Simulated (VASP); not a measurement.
## Ag: equation of state with PBE+D3(BJ)

Ag:

```
Ag
1.0
     0.00000    2.03719    2.03719
     2.03719    0.00000    2.03719
     2.03719    2.03719    0.00000
Ag
1
Direct
  0.00000 0.00000 0.00000
```

- Program: VASP 6.6.1
- Task: equation of state
- Functional: PBE
- Dispersion: D3(BJ)
- Potentials or basis: VASP PAW PBE potentials, release 64 (Ag)
- Cutoff: 520 eV
- k mesh: 10 × 10 × 10
- Occupations: fermi-dirac, width 0.05 eV
- Spin: no spin polarisation

```yaml
Equilibrium_volume: 16.92 Å³/atom
Bulk_modulus: 110 GPa
Pressure_derivative_of_the_bulk_modulus: "5.6 (rough: it moves with the points fitted)"
```

Energy against volume, from the lowest point:
| volume (Å³/atom) | energy (meV/atom) |
| --- | --- |
| 16.233 | 10.60 |
| 16.571 | 2.65 |
| 16.909 | 0.00 |
| 17.247 | 2.04 |
| 17.586 | 8.14 |

All runs of the series together: 21 s on 1 thread of Intel(R) Xeon(R) Platinum 8488C (Sapphire Rapids), on a shared host.
